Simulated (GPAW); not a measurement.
MgO2:

```xyz
12
Lattice="4.8286 0.0000 0.0000 0.0000 4.8286 0.0000 0.0000 0.0000 4.8286" Properties=species:S:1:pos:R:3 pbc="T T T"
Mg    0.0000    0.0000    0.0000
Mg    2.4143    0.0000    2.4143
Mg    2.4143    2.4143    0.0000
Mg    0.0000    2.4143    2.4143
O     2.8461    4.3968    0.4318
O     4.3968    0.4318    2.8461
O     0.4318    2.8461    4.3968
O     1.9825    1.9825    1.9825
O     2.8461    2.8461    2.8461
O     4.3968    1.9825    0.4318
O     0.4318    4.3968    1.9825
O     1.9825    0.4318    4.3968
```

The cell is a database's computed one.

Base run:

| Property | Result |
| --- | --- |
| Program | GPAW 26.7.0 |
| Functional | PBEsol |
| Potentials or basis | PAW data sets generated in the run's folder for this functional |
| Cutoff | 800 eV |
| Basis | pw |
| k mesh | 6 × 6 × 6 |
| Occupations | fermi-dirac, width 0.05 eV |
| Spin | no spin polarisation |

Its results: band gap on the k mesh 3.89 eV, indirect (least direct gap 4.02 eV); pressure 0.9 GPa; largest force 0.372 eV/Å.

**Question.** The run is repeated on the same cell with these changes: functional from PBEsol to BLYP; k mesh from 6 × 6 × 6 to 4 × 4 × 4. What comes out?

**Answer.** Band gap on the k mesh 4.09 eV, indirect (least direct gap 4.28 eV); pressure 8.6 GPa; largest force 0.398 eV/Å.

Several settings changed at once, so the effect can't be laid on one alone.

Not every run made on this cell is shown here.
